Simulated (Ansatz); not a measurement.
# ZnO (P6_3/mmc) in Ansatz: equation of state

Aim: energy against volume of ZnO in PBE, for its equilibrium volume and stiffness.

Everything below comes from runs of Ansatz 0.2.0. Logs are shortened: lines on timing, memory, paths and dates and some standing lists are left out, and cuts for length are marked.

**1. Starting point**

It takes space group P6_3/mmc (No. 194, hexagonal). Conventional cell: a = 3.288 Å, b = 3.288 Å, c = 7.130 Å, α = 90.00°, β = 90.00°, γ = 120.00°. Zn (site symmetry -6m2) is surrounded by 3 O at 1.90 Å. O (site symmetry -6m2) has 3 Zn at 1.90 Å as nearest neighbours.

Measurements of this composition are mostly on another form, of space group No. 186.

**2. Equation of state, PBE**

Potentials or basis: all-electron LAPW, scalar-relativistic.

This step only gathers the single runs of the series.

What came out:

* Equilibrium volume: 16.56 Å³/atom
* Bulk modulus at fixed shape and positions: 91 GPa
* Pressure derivative of the bulk modulus: 4.4

Energy against volume, from the lowest point:
```csv
volume (Å³/atom),energy (meV/atom)
15.688,14.01
16.022,4.93
16.356,0.42
16.689,0.00
17.023,3.25
17.357,9.78
17.691,19.26
```

Caveat: the cell was scaled at fixed shape and fractional positions, which overstates the stiffness of a crystal with free parameters, most of all of layers and chains.
